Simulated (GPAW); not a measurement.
# ZnSe (Stilleite) (F-43m) in GPAW: a series of runs

Runs on ZnSe (Stilleite). Level: PBE. Tasks: single point.

Everything below comes from runs of GPAW 26.7.0. Logs are shortened: lines on timing, memory, paths and dates and some standing lists are left out, and cuts for length are marked. The log counts tension as positive stress, the text compression.

**What was measured.**

“Alloy Disordering Effects on the Thermal Conductivity and Energy Gap Temperature Dependence of Cd1−xZnxSe Ternary Crystals Grown by the Bridgman Method”, 2023, pmc:10253836 reports, for a bulk crystal of ZnSe at 300 K: band gap 2.695 ± 0.003 eV (an exciton energy, a little under the gap).

How close the calculation comes is told below.

## 1. Starting point

The structure is cubic, space group F-43m (No. 216). Conventional cell: a = 5.668 Å, b = 5.668 Å, c = 5.668 Å, α = 90.00°, β = 90.00°, γ = 90.00°. Around Se (site symmetry -43m) lie 4 Zn at 2.45 Å. Around Zn (site symmetry -43m) lie 4 Se at 2.45 Å.

## 2. Single point, PBE

run.py

```python
from ase.dft.bandgap import bandgap
from ase.io import read, write
from ase.units import GPa
from gpaw import GPAW, PW

atoms = read('ZnSe.xyz')

calc = GPAW(mode=PW(600),
            xc='PBE',
            kpts={'size': (6, 6, 6), 'gamma': True},
            occupations={'name': 'fermi-dirac', 'width': 0.05},
            nbands=18,
            convergence={'density': 1e-05, 'energy': 1e-05},
            maxiter=80,
            txt='gpaw.txt')
atoms.calc = calc
energy = atoms.get_potential_energy()
forces = atoms.get_forces()
stress = atoms.get_stress()
calc.write('gs.gpw')
write('result.traj', atoms)
print(f'Energy: {energy:.6f} eV')
print('Forces (eV/A):')
print(forces.round(4))
print('Stress (GPa):', (stress / GPa).round(3))
print('Fermi level:', round(calc.get_fermi_level(), 4), 'eV')
print(f'Gap: {bandgap(calc)[0]:.4f} eV, direct: {bandgap(calc, direct=True)[0]:.4f} eV')
```

ZnSe.xyz

```xyz
2
Lattice="0.0000000000 2.8338000000 2.8338000000 2.8338000000 0.0000000000 2.8338000000 2.8338000000 2.8338000000 0.0000000000" Properties=species:S:1:pos:R:3 pbc="T T T"
Se     4.2507000000      4.2507000000      4.2507000000
Zn     0.0000000000      0.0000000000      0.0000000000
```

Potentials or basis: GPAW PAW data sets (gpaw-data 1.2.1), pw.

Command:

```console
$ OMP_NUM_THREADS=1 python run.py
```

gpaw.txt:

```text
__  _  _
 | _ |_)|_||  |
 |__||  | ||/\| - 26.7.0

Input parameters:
  mode=PW(ecut=600.0),
  convergence={'density': 1e-05, 'energy': 1e-05},
  kpts=MonkhorstPack(size=(6, 6, 6), gamma=True),
  maxiter=80,
  nbands=18,
  occupations=Occupations(name='fermi-dirac', width=0.05),
  xc=XC(name='PBE')

Diagonalizing LCAO Hamiltonian
Converting LCAO to pw mode

                    Se

       Zn

Atoms  # Å, Bohr magnetons
|   | symbol |        x |        y |        z |    initial magnetic moments |
|---|--------|----------|----------|----------|-----------------------------|
| 0 |     Se | 4.250700 | 4.250700 | 4.250700 | ( 0.0000,  0.0000,  0.0000) |
| 1 |     Zn | 0.000000 | 0.000000 | 0.000000 | ( 0.0000,  0.0000,  0.0000) |

Unit cell  # Å
| periodic |        x |        y |        z |  lengths |    angles |
|----------|----------|----------|----------|----------|-----------|
|      yes | 0.000000 | 2.833800 | 2.833800 | 4.007598 | 60.000000 |
|      yes | 2.833800 | 0.000000 | 2.833800 | 4.007598 | 60.000000 |
|      yes | 2.833800 | 2.833800 | 0.000000 | 4.007598 | 60.000000 |

Number of symmetries: 24
Symmetry operations  # r_c * U_cc + t_c -> r_c
|    | kind |            matrix            |
|----|------|------------------------------|
|  0 |  E   |  1, 0, 0,  0, 1, 0,  0, 0, 1 |
|  1 |  σ   |  1, 0, 0,  0, 0, 1,  0, 1, 0 |
|  2 |  σ   |  1, 0,-1,  0, 1,-1,  0, 0,-1 |
|  3 |  C3  |  1, 0,-1,  0, 0,-1,  0, 1,-1 |
|  4 |  C3  |  1,-1, 0,  0,-1, 1,  0,-1, 0 |
|  5 |  σ   |  1,-1, 0,  0,-1, 0,  0,-1, 1 |
|  6 |  σ   |  0, 1, 0,  1, 0, 0,  0, 0, 1 |
|  7 |  C3  |  0, 1, 0,  0, 0, 1,  1, 0, 0 |
|  8 |  C2  |  0, 1,-1,  1, 0,-1,  0, 0,-1 |
|  9 |  S4  |  0, 1,-1,  0, 0,-1,  1, 0,-1 |
| 10 |  C3  |  0, 0, 1,  1, 0, 0,  0, 1, 0 |
| 11 |  σ   |  0, 0, 1,  0, 1, 0,  1, 0, 0 |
| 12 |  S4  |  0, 0,-1,  1, 0,-1,  0, 1,-1 |
| 13 |  C3  |  0, 0,-1,  0, 1,-1,  1, 0,-1 |
| 14 |  S4  |  0,-1, 1,  1,-1, 0,  0,-1, 0 |
| 15 |  C2  |  0,-1, 1,  0,-1, 0,  1,-1, 0 |
| 16 |  C3  |  0,-1, 0,  1,-1, 0,  0,-1, 1 |
| 17 |  S4  |  0,-1, 0,  0,-1, 1,  1,-1, 0 |
| 18 |  S4  | -1, 1, 0, -1, 0, 1, -1, 0, 0 |
| 19 |  C3  | -1, 1, 0, -1, 0, 0, -1, 0, 1 |
| 20 |  C3  | -1, 0, 1, -1, 1, 0, -1, 0, 0 |
| 21 |  S4  | -1, 0, 1, -1, 0, 0, -1, 1, 0 |
| 22 |  σ   | -1, 0, 0, -1, 1, 0, -1, 0, 1 |
| 23 |  C2  | -1, 0, 0, -1, 0, 1, -1, 1, 0 |

BZ-sampling:
  Number of BZ points: 216
  Number of IBZ points: 16

  Monkhorst-Pack size: [6, 6, 6]
  Monkhorst-Pack shift: [0.08333333333333333, 0.08333333333333333, 0.08333333333333333]

K-points  # in reciprocal-cell coordinates
|     |                                coordinates |     weight |
|-----|--------------------------------------------|------------|
|   0 | (  0.00000000,   0.00000000,   0.00000000) | 0.00462963 |
|   1 | (  0.16666667,   0.16666667,   0.00000000) | 0.02777778 |
|   2 | (  0.16666667,   0.16666667,   0.16666667) | 0.03703704 |
|   3 | (  0.33333333,   0.16666667,   0.16666667) | 0.05555556 |
|   4 | (  0.33333333,   0.33333333,  -0.33333333) | 0.05555556 |
|   5 | (  0.33333333,   0.33333333,   0.00000000) | 0.02777778 |
|   6 | (  0.33333333,   0.33333333,   0.16666667) | 0.11111111 |
|   7 | (  0.33333333,   0.33333333,   0.33333333) | 0.03703704 |
|   8 | (  0.50000000,   0.33333333,  -0.33333333) | 0.11111111 |
|   9 | (  0.50000000,   0.33333333,  -0.16666667) | 0.05555556 |
| ... |                                            |            |
|  15 | (  0.50000000,   0.50000000,   0.50000000) | 0.01851852 |

Plane wave coefficients: 1536
Cutoff: 600.0 eV

Spin-components: 1 (collinear spins)
Bands:           18
Projectors:      11
Spin-degeneracy: 2
Datatype:        complex128

Parallelization:
  kpt:    1
  domain: 1
  band:   1

Density:
  Valence electrons: 18.0
  Components: 1
  Grid points: [24 24 24]
  Charge: 0.0  # |e|

Potential:
  Grid points: [24 24 24]

species:
  Se:
    name:    Selenium
    Z:       34.0
    valence: 6
    core:    28
    charge:  0.0  # [|e|]
    compensation charges:
      type: gauss
      rc: 0.27  # [Å]
      lmax: 2
    cutoffs:
      filter: 1.77  # [Å]
      core: 2.67  # [Å]
    projectors
    | kind |    occ | energy [eV] | rcut [Å] |
    |------|--------|-------------|----------|
    |   4s |  2.000 |     -17.277 |    0.847 |
    |   4p |  4.000 |      -6.512 |    1.005 |
    |    s |        |       9.935 |    0.847 |
    |    p |        |      20.699 |    1.005 |
    |    d |        |       0.000 |    0.847 |

    Using partial waves for Se as LCAO basis

  Zn:
    name:    Zinc
    Z:       30.0
    valence: 12
    core:    18
    charge:  0.0  # [|e|]
    compensation charges:
      type: gauss
      rc: 0.37  # [Å]
      lmax: 2
    cutoffs:
      filter: 2.14  # [Å]
      core: 2.28  # [Å]
    projectors
    | kind |    occ | energy [eV] | rcut [Å] |
    |------|--------|-------------|----------|
    |   4s |  2.000 |      -5.977 |    1.286 |
    |   4p |  0.000 |      -1.117 |    1.270 |
    |   3d | 10.000 |     -10.142 |    1.180 |
    |    s |        |      21.234 |    1.286 |
    |    p |        |      26.095 |    1.270 |
    |    d |        |      17.070 |    1.180 |

    Using partial waves for Zn as LCAO basis

Reference energy: -114964.858784  # eV

eigensolver:
  PPCG
  Converge bands: occupied
  niter=2

density mixing:
  MSR1-Mixer
  Pratt-step length: 0.05
  Maximum mixing coefficient: 0.75
  Old densities: 10
  SVD Regularization: 0.005
  Good broyden scale: 1.0
  Trust region scale: 1.0
  Backstep threshold: 4.0
  History deletion threshold: 6.0
  Fourier metric: weight=20.0, sigma=0.015

occupation numbers:
  Fermi-Dirac:
    width: 0.0500  # eV

poisson solver:
  ecut: 4800.0  # eV

xc functional:
  name: PBE with 2 nearest neighbor stencil

convergence criteria:
- Maximum integral of absolute [dens]ity change: 1e-05 electrons / valence electron
- Maximum [total energy] change in last 3 cyles: 1e-05 eV / valence electron
- Maximum integral of absolute [eigenst]ate change: 4e-08 eV^2 / valence electron
maximum number of iterations: 80

SCF iterations
|iter     | |      energy | eigst |  dens |
|---------|-|-------------|-------|-------|
|iter:   1| |   -6.335852 | -0.23 |       |
|iter:   2| |   -6.278323 | -2.21 | -1.24 |
|iter:   3| |   -6.095232 | -1.65 | -1.28 |
|iter:   4| |   -6.095153 | -2.62 | -1.83 |
|iter:   5| |   -6.096246 | -3.70 | -2.31 |
|iter:   6| |   -6.096216 | -4.22 | -2.91 |
|iter:   7| |   -6.096239c| -5.21 | -3.50 |
|iter:   8| |   -6.096244c| -6.03 | -3.93 |
|iter:   9| |   -6.096244c| -8.13c| -5.05c|

Converged in 9 steps
Energy contributions relative to reference atoms: (reference = -114964.858784)

Energy contributions:
  Kinetic:          13.056864
  Coulomb:         -11.098919
  Zero:             -0.038512
  External:          0.000000
  Xc:               -8.015677
  Entropy:          -0.000000
  Spinorbit:         0.000000
  ----------------------------
  Free energy:      -6.096244
  Extrapolated:     -6.096244

dipole moment: (-7.090977, -7.090977, -7.090977)  # |e|*Ang

Fermi level: 4.552
Eigenvalues  # (at kpt = [0.000, 0.000, 0.000])
| band index |      eig [eV] | occ [0-2] |
|------------|---------------|-----------|
|          0 |        -9.371 |     2.000 |
|          1 |        -2.644 |     2.000 |
|          2 |        -2.644 |     2.000 |
|          3 |        -2.644 |     2.000 |
|          4 |        -2.279 |     2.000 |
|          5 |        -2.279 |     2.000 |
[... 10 lines left out ...]
|         16 |        16.946 |     0.000 |
|         17 |        16.946 |     0.000 |

Gap: 1.297 eV
Transition (v -> c):
  (s=0, k=0, n=8, [0.00, 0.00, 0.00]) -> (s=0, k=0, n=9, [0.00, 0.00, 0.00])
No difference between direct/indirect transitions

Forces  # eV/Ang
|       x |        y |        z |
|---------|----------|----------|
| 0.00000 | -0.00000 | -0.00000 |  # Se   0
| 0.00000 | -0.00000 |  0.00000 |  # Zn   1

Stress tensor  # eV/Ang^3
|         x |         y |         z |
|-----------|-----------|-----------|
| -0.013173 |  0.000000 |  0.000000 |
|  0.000000 | -0.013173 |  0.000000 |
|  0.000000 |  0.000000 | -0.013173 |

# Writing to gs.gpw (mode='')
```

stdout:

```text
Energy: -6.096244 eV
Forces (eV/A):
[[ 0. -0. -0.]
 [ 0. -0.  0.]]
Stress (GPa): [-2.111 -2.111 -2.111  0.     0.     0.   ]
Fermi level: 4.5518 eV
Gap: 1.2969 eV, direct: 1.2969 eV
```

It took 8.1 s on 1 thread of Arm Neoverse V2, shared host; peak memory 0.15 GiB.

Results:

| Item | Value |
| --- | --- |
| Free energy | -6.0962 eV |
| Pressure | 2.1 GPa |
| Band gap on the k mesh | 1.30 eV, direct |

A hybrid or GW would open this gap; PBE tends to underestimate it.

## 3. Single point, PBE

Changes to run.py since step 2:

```diff
@@ -1,3 +1,4 @@
+from ase import Atoms
 from ase.dft.bandgap import bandgap
-from ase.io import read, write
+from ase.io import write
 from ase.units import GPa
@@ -5,7 +6,13 @@
 
-atoms = read('ZnSe.xyz')
+atoms = Atoms(['Se', 'Zn'],
+              cell=[[0.0, 2.8338, 2.8338],
+                    [2.8338, 0.0, 2.8338],
+                    [2.8338, 2.8338, 0.0]],
+              scaled_positions=[[0.75, 0.75, 0.75],
+                                [0.0, 0.0, 0.0]],
+              pbc=True)
 
-calc = GPAW(mode=PW(600),
+calc = GPAW(mode=PW(300),
             xc='PBE',
-            kpts={'size': (6, 6, 6), 'gamma': True},
+            kpts={'size': (7, 7, 7), 'gamma': True},
             occupations={'name': 'fermi-dirac', 'width': 0.05},
@@ -13,3 +20,3 @@
             convergence={'density': 1e-05, 'energy': 1e-05},
-            maxiter=80,
+            maxiter=100,
             txt='gpaw.txt')
```

Potentials or basis: GPAW PAW data sets (gpaw-data 1.2.1), pw.

Command:

```console
$ OMP_NUM_THREADS=1 python run.py
```

Wall time 5.3 s (1 thread of Arm Neoverse V2, shared host); peak memory 0.13 GiB.

These settings aren't checked as converged: the numbers below hold their error.

What came out:

| Quantity | Value |
| --- | --- |
| Free energy | -5.8634 eV |
| Pressure | 0.1 GPa |
| Band gap on the k mesh | 1.29 eV, direct |

Caveat: the cutoff is short for stress and forces, so pressures can be off by a GPa or more.

## 4. Single point, PBE

Changes to run.py since step 3:

```diff
@@ -14,9 +14,9 @@
 
-calc = GPAW(mode=PW(300),
+calc = GPAW(mode=PW(600),
             xc='PBE',
-            kpts={'size': (7, 7, 7), 'gamma': True},
-            occupations={'name': 'fermi-dirac', 'width': 0.05},
+            kpts={'size': (8, 8, 8), 'gamma': True},
+            occupations={'name': 'methfessel-paxton', 'order': 0, 'width': 0.011},
             nbands=18,
             convergence={'density': 1e-05, 'energy': 1e-05},
-            maxiter=100,
+            maxiter=150,
             txt='gpaw.txt')
```

Potentials or basis: GPAW PAW data sets (gpaw-data 1.2.1), pw.

Command:

```console
$ OMP_NUM_THREADS=1 python run.py
```

gpaw.txt:

```text
__  _  _
 | _ |_)|_||  |
 |__||  | ||/\| - 26.7.0

Input parameters:
  mode=PW(ecut=600.0),
  convergence={'density': 1e-05, 'energy': 1e-05},
  kpts=MonkhorstPack(size=(8, 8, 8), gamma=True),
  maxiter=150,
  nbands=18,
  occupations=Occupations(name='methfessel-paxton', order=0, width=0.011),
  xc=XC(name='PBE')

Diagonalizing LCAO Hamiltonian
Converting LCAO to pw mode

                    Se

       Zn

Atoms  # Å, Bohr magnetons
|   | symbol |        x |        y |        z |    initial magnetic moments |
|---|--------|----------|----------|----------|-----------------------------|
| 0 |     Se | 4.250700 | 4.250700 | 4.250700 | ( 0.0000,  0.0000,  0.0000) |
| 1 |     Zn | 0.000000 | 0.000000 | 0.000000 | ( 0.0000,  0.0000,  0.0000) |

Unit cell  # Å
| periodic |        x |        y |        z |  lengths |    angles |
|----------|----------|----------|----------|----------|-----------|
|      yes | 0.000000 | 2.833800 | 2.833800 | 4.007598 | 60.000000 |
|      yes | 2.833800 | 0.000000 | 2.833800 | 4.007598 | 60.000000 |
|      yes | 2.833800 | 2.833800 | 0.000000 | 4.007598 | 60.000000 |

Number of symmetries: 24
Symmetry operations  # r_c * U_cc + t_c -> r_c
|    | kind |            matrix            |
|----|------|------------------------------|
|  0 |  E   |  1, 0, 0,  0, 1, 0,  0, 0, 1 |
|  1 |  σ   |  1, 0, 0,  0, 0, 1,  0, 1, 0 |
|  2 |  σ   |  1, 0,-1,  0, 1,-1,  0, 0,-1 |
|  3 |  C3  |  1, 0,-1,  0, 0,-1,  0, 1,-1 |
|  4 |  C3  |  1,-1, 0,  0,-1, 1,  0,-1, 0 |
|  5 |  σ   |  1,-1, 0,  0,-1, 0,  0,-1, 1 |
|  6 |  σ   |  0, 1, 0,  1, 0, 0,  0, 0, 1 |
|  7 |  C3  |  0, 1, 0,  0, 0, 1,  1, 0, 0 |
|  8 |  C2  |  0, 1,-1,  1, 0,-1,  0, 0,-1 |
|  9 |  S4  |  0, 1,-1,  0, 0,-1,  1, 0,-1 |
| 10 |  C3  |  0, 0, 1,  1, 0, 0,  0, 1, 0 |
| 11 |  σ   |  0, 0, 1,  0, 1, 0,  1, 0, 0 |
| 12 |  S4  |  0, 0,-1,  1, 0,-1,  0, 1,-1 |
| 13 |  C3  |  0, 0,-1,  0, 1,-1,  1, 0,-1 |
| 14 |  S4  |  0,-1, 1,  1,-1, 0,  0,-1, 0 |
| 15 |  C2  |  0,-1, 1,  0,-1, 0,  1,-1, 0 |
| 16 |  C3  |  0,-1, 0,  1,-1, 0,  0,-1, 1 |
| 17 |  S4  |  0,-1, 0,  0,-1, 1,  1,-1, 0 |
| 18 |  S4  | -1, 1, 0, -1, 0, 1, -1, 0, 0 |
| 19 |  C3  | -1, 1, 0, -1, 0, 0, -1, 0, 1 |
| 20 |  C3  | -1, 0, 1, -1, 1, 0, -1, 0, 0 |
| 21 |  S4  | -1, 0, 1, -1, 0, 0, -1, 1, 0 |
| 22 |  σ   | -1, 0, 0, -1, 1, 0, -1, 0, 1 |
| 23 |  C2  | -1, 0, 0, -1, 0, 1, -1, 1, 0 |

BZ-sampling:
  Number of BZ points: 512
  Number of IBZ points: 29

  Monkhorst-Pack size: [8, 8, 8]
  Monkhorst-Pack shift: [0.0625, 0.0625, 0.0625]

K-points  # in reciprocal-cell coordinates
|     |                                coordinates |     weight |
|-----|--------------------------------------------|------------|
|   0 | (  0.00000000,   0.00000000,   0.00000000) | 0.00195312 |
|   1 | (  0.12500000,   0.12500000,   0.00000000) | 0.01171875 |
|   2 | (  0.12500000,   0.12500000,   0.12500000) | 0.01562500 |
|   3 | (  0.25000000,   0.12500000,   0.12500000) | 0.02343750 |
|   4 | (  0.25000000,   0.25000000,   0.00000000) | 0.01171875 |
|   5 | (  0.25000000,   0.25000000,   0.12500000) | 0.04687500 |
|   6 | (  0.25000000,   0.25000000,   0.25000000) | 0.01562500 |
|   7 | (  0.37500000,   0.25000000,  -0.37500000) | 0.04687500 |
|   8 | (  0.37500000,   0.25000000,   0.12500000) | 0.04687500 |
|   9 | (  0.37500000,   0.25000000,   0.25000000) | 0.04687500 |
| ... |                                            |            |
|  28 | (  0.50000000,   0.50000000,   0.50000000) | 0.00781250 |

Plane wave coefficients: 1540
Cutoff: 600.0 eV

Spin-components: 1 (collinear spins)
Bands:           18
Projectors:      11
Spin-degeneracy: 2
Datatype:        complex128

Parallelization:
  kpt:    1
  domain: 1
  band:   1

Density:
  Valence electrons: 18.0
  Components: 1
  Grid points: [24 24 24]
  Charge: 0.0  # |e|

Potential:
  Grid points: [24 24 24]

species:
  Se:
    name:    Selenium
    Z:       34.0
    valence: 6
    core:    28
    charge:  0.0  # [|e|]
    compensation charges:
      type: gauss
      rc: 0.27  # [Å]
      lmax: 2
    cutoffs:
      filter: 1.77  # [Å]
      core: 2.67  # [Å]
    projectors
    | kind |    occ | energy [eV] | rcut [Å] |
    |------|--------|-------------|----------|
    |   4s |  2.000 |     -17.277 |    0.847 |
    |   4p |  4.000 |      -6.512 |    1.005 |
    |    s |        |       9.935 |    0.847 |
    |    p |        |      20.699 |    1.005 |
    |    d |        |       0.000 |    0.847 |

    Using partial waves for Se as LCAO basis

  Zn:
    name:    Zinc
    Z:       30.0
    valence: 12
    core:    18
    charge:  0.0  # [|e|]
    compensation charges:
      type: gauss
      rc: 0.37  # [Å]
      lmax: 2
    cutoffs:
      filter: 2.14  # [Å]
      core: 2.28  # [Å]
    projectors
    | kind |    occ | energy [eV] | rcut [Å] |
    |------|--------|-------------|----------|
    |   4s |  2.000 |      -5.977 |    1.286 |
    |   4p |  0.000 |      -1.117 |    1.270 |
    |   3d | 10.000 |     -10.142 |    1.180 |
    |    s |        |      21.234 |    1.286 |
    |    p |        |      26.095 |    1.270 |
    |    d |        |      17.070 |    1.180 |

    Using partial waves for Zn as LCAO basis

Reference energy: -114964.858784  # eV

eigensolver:
  PPCG
  Converge bands: occupied
  niter=2

density mixing:
  MSR1-Mixer
  Pratt-step length: 0.05
  Maximum mixing coefficient: 0.75
  Old densities: 10
  SVD Regularization: 0.005
  Good broyden scale: 1.0
  Trust region scale: 1.0
  Backstep threshold: 4.0
  History deletion threshold: 6.0
  Fourier metric: weight=20.0, sigma=0.015

occupation numbers:
  Methfessel-Paxton:
    width: 0.0110  # eV
    order: 0

poisson solver:
  ecut: 4800.0  # eV

xc functional:
  name: PBE with 2 nearest neighbor stencil

convergence criteria:
[... 6 lines left out ...]
|iter     | |      energy | eigst |  dens |
|---------|-|-------------|-------|-------|
|iter:   1| |   -6.339548 | -0.25 |       |
|iter:   2| |   -6.282171 | -2.22 | -1.24 |
|iter:   3| |   -6.100369 | -1.65 | -1.28 |
|iter:   4| |   -6.100329 | -2.63 | -1.83 |
|iter:   5| |   -6.101408 | -3.71 | -2.31 |
|iter:   6| |   -6.101380 | -4.25 | -2.93 |
|iter:   7| |   -6.101403c| -5.24 | -3.51 |
|iter:   8| |   -6.101407c| -6.03 | -3.93 |
|iter:   9| |   -6.101407c| -8.14c| -5.04c|

Converged in 9 steps
Energy contributions relative to reference atoms: (reference = -114964.858784)

Energy contributions:
  Kinetic:          13.004586
  Coulomb:         -11.065266
  Zero:             -0.038423
  External:          0.000000
  Xc:               -8.002304
  Entropy:           0.000000
  Spinorbit:         0.000000
  ----------------------------
  Free energy:      -6.101407
  Extrapolated:     -6.101407

dipole moment: (-7.090447, -7.090447, -7.090447)  # |e|*Ang

Fermi level: 4.353
Eigenvalues  # (at kpt = [0.000, 0.000, 0.000])
| band index |      eig [eV] | occ [0-2] |
|------------|---------------|-----------|
|          0 |        -9.375 |     2.000 |
|          1 |        -2.645 |     2.000 |
|          2 |        -2.645 |     2.000 |
|          3 |        -2.645 |     2.000 |
|          4 |        -2.279 |     2.000 |
|          5 |        -2.279 |     2.000 |
[... 10 lines left out ...]
|         16 |        16.945 |     0.000 |
|         17 |        16.945 |     0.000 |

Gap: 1.298 eV
Transition (v -> c):
  (s=0, k=0, n=8, [0.00, 0.00, 0.00]) -> (s=0, k=0, n=9, [0.00, 0.00, 0.00])
No difference between direct/indirect transitions

Forces  # eV/Ang
|       x |       y |        z |
|---------|---------|----------|
| 0.00000 | 0.00000 | -0.00000 |  # Se   0
| 0.00000 | 0.00000 | -0.00000 |  # Zn   1

Stress tensor  # eV/Ang^3
|         x |         y |         z |
|-----------|-----------|-----------|
| -0.013034 |  0.000000 | -0.000000 |
|  0.000000 | -0.013034 | -0.000000 |
| -0.000000 | -0.000000 | -0.013034 |

# Writing to gs.gpw (mode='')
```

It took 23 s on 1 thread of Intel Xeon Platinum 8259CL at 2.50GHz (Skylake/Cascade Lake), shared host; peak memory 0.16 GiB.

Results:

```yaml
Free_energy: -6.1014 eV
Pressure: 2.1 GPa
Band_gap_on_the_k_mesh: 1.30 eV, direct
```

Levels at points of the mesh, in eV from the valence-band top:
```tsv
k point	band 6	band 7	band 8	band 9	band 10	band 11	band 12	band 13
(0.00, 0.00, 0.00)	-6.15	0.00	0.00	0.00	1.30	5.81	5.81	5.81
(0.50, 0.50, 0.00)	-5.97	-4.74	-2.18	-2.18	2.99	3.47	10.73	11.25
(0.50, 0.50, 0.50)	-5.99	-5.22	-0.87	-0.87	2.55	6.39	6.39	8.57
```

## 5. Against experiment

Step 4. A measured gap of ZnSe is 2.695 eV (an exciton energy, a little under the gap; 300 K; “Alloy Disordering Effects on the Thermal Conductivity and Energy Gap Temperature Dependence of Cd1−xZnxSe Ternary Crystals Grown by the Bridgman Method”, 2023, pmc:10253836); the calculated 1.30 eV misses it by -1.40 eV. So large a miss can be the level of theory's own, or it may mean another phase, state or a wrong row. Spin-orbit coupling on Se is left out. The value is that of PBE, without temperature or zero-point motion. Semilocal functionals fall short of measured gaps as a rule.
